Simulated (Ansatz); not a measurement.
Runs of Ansatz 0.2.0 on TaN. It takes space group Fm-3m (No. 225, cubic). Conventional cell: a = 4.423 Å, b = 4.423 Å, c = 4.423 Å, α = 90.00°, β = 90.00°, γ = 90.00°. Ta (site symmetry m-3m) has 6 N at 2.21 Å as nearest neighbours. N (site symmetry m-3m) has 6 Ta at 2.21 Å as nearest neighbours. The cell comes from a database or a generator and needn't be the stable form of this composition.

| task | level | potentials or basis | spin | cell | k mesh | cutoff (eV) | smearing | basis error allowed | mesh quality | gap on the mesh (eV) | pressure (GPa) | relaxed volume (Å³/atom) |
| --- | --- | --- | --- | --- | --- | --- | --- | --- | --- | --- | --- | --- |
| band structure | PBEsol | all-electron LAPW, relativistic spinors | SOC, no magnetisation | as given | 7 × 7 × 7 | 355 | fermi-dirac 0.05 eV | 0.001 eV/atom | coarse | - | -10.7 | - |
| relaxation of cell and atoms | BLYP | all-electron LAPW, scalar-relativistic | off | relaxed | 10 × 10 × 10 | - | fermi-dirac 0.05 eV | 0.001 eV/atom | not flagged | - | 0.0 | 11.17 |
| band structure | PBE | all-electron LAPW, relativistic spinors | SOC, no magnetisation | as given | 7 × 7 × 7 | 356 | fermi-dirac 0.05 eV | 0.001 eV/atom | coarse | - | (a) | - |
| elastic constants | LDA | all-electron LAPW, scalar-relativistic | off | as given | 7 × 7 × 7 | 380 | fermi-dirac 0.05 eV | 0.001 eV/atom | coarse | none | (c) | - |
| relaxation of cell and atoms | PBE+D3(BJ) | all-electron LAPW, scalar-relativistic | off | relaxed | 10 × 10 × 10 | - | fermi-dirac 0.05 eV | 0.001 eV/atom | not flagged | - | 0.0 | 10.54 |
| band structure | BLYP | all-electron LAPW, scalar-relativistic | off | as given | 10 × 10 × 10 | 355 | fermi-dirac 0.05 eV | 0.001 eV/atom | not flagged | - | (b) | - |
| relaxation of cell and atoms | RPBE+D4 | all-electron LAPW, scalar-relativistic | off | relaxed | 10 × 10 × 10 | - | fermi-dirac 0.05 eV | 0.001 eV/atom | not flagged | - | 0.0 | 10.57 |
| single point | PBE | all-electron LAPW, scalar-relativistic | off | as given | 6 × 6 × 6 | 311 | fermi-dirac 0.04 eV | 0.003 eV/atom | coarse | none | -0.6 | - |

Q: Estimate the missing entries.

A: (a) -1.3; (b) 10.4; (c) -17.2.

Caveats: some runs use coarse meshes; the k mesh is thin for a metal, which can move the energy by tens of meV per atom (some runs); a metal's response needs a denser mesh (some runs); the cell is more than 3 GPa from zero pressure, which shifts response properties (some runs); the elastic tensor has a negative eigenvalue, so either the cell is unstable as it stands or the mesh is too thin (some runs); so large a pressure means that the cell lies far from this level's equilibrium, or that cutoff or potentials fall short (some runs); spin-orbit coupling is left out, which moves the levels of the heavy elements (some runs).

A k mesh can miss the band edges, and rows without SOC leave out spin-orbit coupling on Ta.

A gap of «none» marks a metal or a gap under the smearing width.
